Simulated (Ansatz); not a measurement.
Set up this calculation in Ansatz 0.2.0, as the native input.

* Task: relaxation of cell and atoms
* Functional: PBEsol
* Potentials or basis: Ansatz PAW
* Cutoff: 420 eV (not typed: the program's choice for these potentials)
* k mesh: 7 × 7 × 6
* Occupations: fermi-dirac, width 0.05 eV
* Spin: spin-orbit coupling, no magnetisation

Crystal: Ga.

```
CELL_PARAMETERS angstrom
1.38300 -4.02650 0.00000
1.38300 4.02650 0.00000
-0.11745 0.00000 3.32993
ATOMIC_POSITIONS crystal
Ga 0.13100 0.86900 0.75000
Ga 0.86900 0.13100 0.25000
```

This isn't the form of Ga at room conditions, which is orthorhombic.

These files were run (other wordings do the same):

input.yaml

```yaml
crystal:
  lattice:
    - [1.383, -4.0265, 0.0]
    - [1.383, 4.0265, 0.0]
    - [-0.1174474948, 0.0, 3.3299294416]
  atoms:
    - { symbol: Ga, position: [0.131, 0.869, 0.75] }
    - { symbol: Ga, position: [0.869, 0.131, 0.25] }
hamiltonian:
  xc: pbesol
  pseudopotentials: { kind: paw_fr }
magnetization:
  noncollinear: true
  spin_orbit: true
kpoints:
  mp_grid: { grid: [7, 7, 6] }
scf:
  occupations: { method: fermi_dirac, width: 0.05 }
output:
  forces: true
  stress: true
  eigenvalues: true
relax:
  f_tol: 0.01
  max_steps: 40
  cell: { stress_tol: 0.05 }
```

Potentials or basis: Ansatz PAW.

Command:

```console
$ ansatz run input.yaml --threads 2 --pin off --max-ram 5632MiB --backend cpu --events-out ev --progress --plain --runs-dir out
```

It gave:

The relaxed volume is 18.05 Å³/atom and the relaxed cell is a = 4.251 Å, b = 4.251 Å, c = 3.423 Å, α = 91.39°, β = 91.39°, γ = 144.17°. The space group after relaxing (to 0.05 Å) is C2/c (No. 15), the energy gained by relaxing is 18.6 meV/atom and the ionic steps are 12. The pressure after relaxing is 0.0 GPa. The band gap on the k mesh is none (metal or under the smearing width).

Caveat: the plane-wave basis is chosen anew once the cell has moved, so the energies of steps on either side of that aren't comparable; the PAW data sets come from PBE, with cores solved anew for the run's functional, which leaves a small shift of forces and pressure.

It took 2.3 min on 2 threads of Arm Neoverse V2 (shared host), peak memory 0.53 GiB.
